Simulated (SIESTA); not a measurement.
Rh:

```
CELL_PARAMETERS angstrom
0.00000 1.89785 1.89785
1.89785 0.00000 1.89785
1.89785 1.89785 0.00000
ATOMIC_POSITIONS crystal
Rh 0.00000 0.00000 0.00000
```

Base run:

```yaml
Program: SIESTA 5.4.2
Functional: PBE
Potentials_or_basis: PseudoDojo 0.4 standard (PBE files)
Basis: DZP (energy shift 0.003 Ry; two zetas on semicore shells)
Grid_cutoff: 800 Ry
Energy_shift: 0.003 Ry
k_mesh: 12 × 12 × 12
Occupations: fermi-dirac, width 0.05 eV
Spin: no spin polarisation
```

Its results: band gap on the k mesh none (metal or under the smearing width); pressure 11.8 GPa.

Task: The run is repeated on the same cell with these changes: functional from PBE to PBEsol; potentials or basis from PseudoDojo 0.4 standard (PBE files) to PseudoDojo 0.4 standard (PBEsol files). What comes out?

Result: Band gap on the k mesh none (metal or under the smearing width); pressure 0.8 GPa.

Caveats: the basis of atomic orbitals isn't converged, which shifts pressures, moduli and gaps.

Not every run made on this cell is shown here.
